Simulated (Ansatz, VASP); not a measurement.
Tl: VASP beside Ansatz

The input INCAR:

```
PREC = Accurate
ENCUT = 520
EDIFF = 1E-7
ISMEAR = 0
SIGMA = 0.1
LREAL = F
LASPH = T
NELM = 60
ALGO = Normal
ISIF = 2
LWAVE = F
LCHARG = F
GGA = PE
NBANDS = 12
```

KPOINTS

```
regular mesh
0
Gamma
  14 14 14
```

Contents of POSCAR:

```
Tl
1.0
    0.0000000000      2.3695373396      2.3695373396
    2.3695373396      0.0000000000      2.3695373396
    2.3695373396      2.3695373396      0.0000000000
Tl
1
Direct
    0.0000000000      0.0000000000      0.0000000000
```

Input for Ansatz:

```yaml
crystal:
  lattice:
    - [0.0, 2.3695373396, 2.3695373396]
    - [2.3695373396, 0.0, 2.3695373396]
    - [2.3695373396, 2.3695373396, 0.0]
  atoms:
    - { symbol: Tl, position: [0.0, 0.0, 0.0] }
basis:
  ecutwfc: 420
kpoints:
  mp_grid: { grid: [14, 14, 14] }
hamiltonian:
  xc: pbe
scf:
  occupations: { method: gaussian, width: 0.1 }
output:
  forces: true
  stress: true
  eigenvalues: true
  populations: true
  write_density: true
  write_potential: true
  elf: true
  volumetric_format: npy
```

Alike in both runs: task single point; functional PBE; k mesh 14 × 14 × 14; occupations gaussian, width 0.1 eV; no spin polarisation.

```csv
,VASP,Ansatz
version,VASP 6.6.1,Ansatz 0.2.0
potentials or method,"VASP PAW PBE potentials, release 64 (Tl_d)","scalar-relativistic, plane waves, PAW"
plane-wave cutoff (eV),520,420
valence electrons in the cell,13,13
```

```tsv
	VASP	Ansatz	Ansatz less VASP
gap on the k mesh at the Fermi level (eV)	none	none	-
pressure (GPa)	6.5	6.5	+0.07
```

A gap of «none» marks a metal or a gap that the smearing closes. With one functional, cell and mesh, what is left measures potentials, basis and numerics.

Spin-orbit coupling is left out, which matters for the levels of Tl.
